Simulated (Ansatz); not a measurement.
GeO₂ (rutile)

```
CELL_PARAMETERS angstrom
      4.42809     0.00000     0.00000
      0.00000     4.42809     0.00000
      0.00000     0.00000     2.88419
ATOMIC_POSITIONS crystal
  Ge 0.00000 0.00000 0.00000
  Ge 0.50000 0.50000 0.50000
  O  0.30632 0.30632 0.00000
  O  0.80632 0.19368 0.50000
  O  0.19368 0.80632 0.50000
  O  0.69368 0.69368 0.00000
```

In each cell atom 2 (Ge, nearest neighbour O at 1.884 Å; its periodic images, 2.9 Å or more away, move with it) moves by s·(1.000, 0.000, 0.000) (along Cartesian x), the rest being held.

All values below come from PBEsol (plane waves to 420 eV, PAW, scalar-relativistic; Ansatz, a quantum-chemistry and plane-wave program). k mesh 6×6×9 (Γ-centred), Fermi-Dirac smearing 0.05 eV. Energies are smeared free energies. GeO2 was relaxed with its symmetry unable to fall. ΔE is measured from the undisplaced structure.

The scan covers s from -0.570 to 0.570 Å in 11 points.

**Question.** Is the energy the same for equal positive and negative displacements?

**Answer.** Even: the same for both signs. With its periodic images moving along, the atom's site symmetry in this cell is mmm.

**Question.** What force acts on the atom along the line at s = -0.570 Å?

**Answer.** 11.3 eV/Å.

**Question.** What is the force constant k = d²E/ds² of this move at s = 0?

**Answer.** 24.5 eV/Å².

(For displaced atoms, the force is minus the slope of the energy, and its curvature is a force constant, which sets phonon frequencies.)
